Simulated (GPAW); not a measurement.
**Equation of state of NaI under optPBE-vdW**

```cif
data_structure
_symmetry_space_group_name_H-M 'P 1'
_symmetry_Int_Tables_number 1
_cell_length_a 4.5770
_cell_length_b 4.5770
_cell_length_c 4.5770
_cell_angle_alpha 60.000
_cell_angle_beta 60.000
_cell_angle_gamma 60.000
_cell_volume 67.80
loop_
_atom_site_label
_atom_site_type_symbol
_atom_site_fract_x
_atom_site_fract_y
_atom_site_fract_z
_atom_site_occupancy
I1 I 0.50000 0.50000 0.50000 1
Na1 Na 0.00000 0.00000 0.00000 1
```

The cell was scaled at fixed shape and fractions and run with GPAW, GPAW PAW data sets (gpaw-data 1.2.1), cutoff 800 eV; optPBE-vdW, k mesh 6 × 6 × 6 on the cell of 2 atoms, fermi-dirac occupations of 0.05 eV, no spin polarisation, no spin-orbit coupling. The potentials were made for PBE. Energies are those that the program minimises, any entropy of the smearing included.

```tsv
V (Å³/atom)	energy over the lowest row (meV/atom)
31.8650	15.441
32.5430	8.780
33.2210	4.124
33.8990	1.268
34.5770	0.000
35.2549	?
35.9329	1.561
```

Question: Fit the third-order Birch-Murnaghan form, give V0, B0 and B′, and predict the energy left open.

Answer: With y = (V0/V)^(2/3), E = E0 + (9 V0 B0/16) [(y - 1)³ B′ + (y - 1)² (6 - 4y)]. Least squares through the rows shown give V0 = 34.8370 Å³/atom, E0 = -0.101 meV, B0 = 16.44 GPa (1 eV/Å³ = 160.218 GPa) and B′ = 4.99, with a largest miss of 0.004 meV. At V = 35.2549 the form with these constants gives 0.150 meV; the run gave 0.156 meV an atom.
